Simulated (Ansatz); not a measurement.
Runs of Ansatz 0.2.0 on Ge. Symmetry: P-3m1, No. 164, trigonal system. The conventional cell has a = 4.090 Å, b = 4.090 Å, c = 3.327 Å, α = 90.00°, β = 90.00°, γ = 120.00°. Ge (site symmetry 3m) is surrounded by 3 Ge at 2.54 Å. The cell was built by a generator and needn't be a form met in nature.

| task | level | potentials or basis | k mesh | cutoff (eV) | smearing | basis error allowed | mesh quality | gap on the mesh (eV) | pressure (GPa) | largest force (eV/Å) |
| --- | --- | --- | --- | --- | --- | --- | --- | --- | --- | --- |
| single point | PBE | all-electron LAPW, scalar-relativistic | 8 × 8 × 8 | 288 | fermi-dirac 0.05 eV | 0.001 eV/atom | not flagged | none | (a) | - |
| phonons | PBEsol | all-electron PAW datasets made for the crystal | 8 × 8 × 8 | 140 | fermi-dirac 0.05 eV | - | not flagged | none | - | 0.06 |
| phonons | PBE | all-electron LAPW, scalar-relativistic | 8 × 8 × 8 | 287 | fermi-dirac 0.05 eV | 0.002 eV/atom | not flagged | none | - | - |
| single point | PBE | all-electron LAPW, scalar-relativistic | 5 × 5 × 5 | 265 | fermi-dirac 0.04 eV | 0.002 eV/atom | coarse | none | -2.1 | 0.13 |

Alike in all rows: no spin polarisation; cell as given.

Estimate the missing entries.

(a) -1.6.

Caveats: some runs use coarse meshes; a metal's response needs a denser mesh (some runs); the k mesh is thin for a metal, which can move the energy by tens of meV per atom (some runs).

A k mesh can miss the band edges, and the runs leave out spin-orbit coupling on Ge.

A gap of «none» marks a metal or a gap under the smearing width.

Not every run made on this cell is shown here.
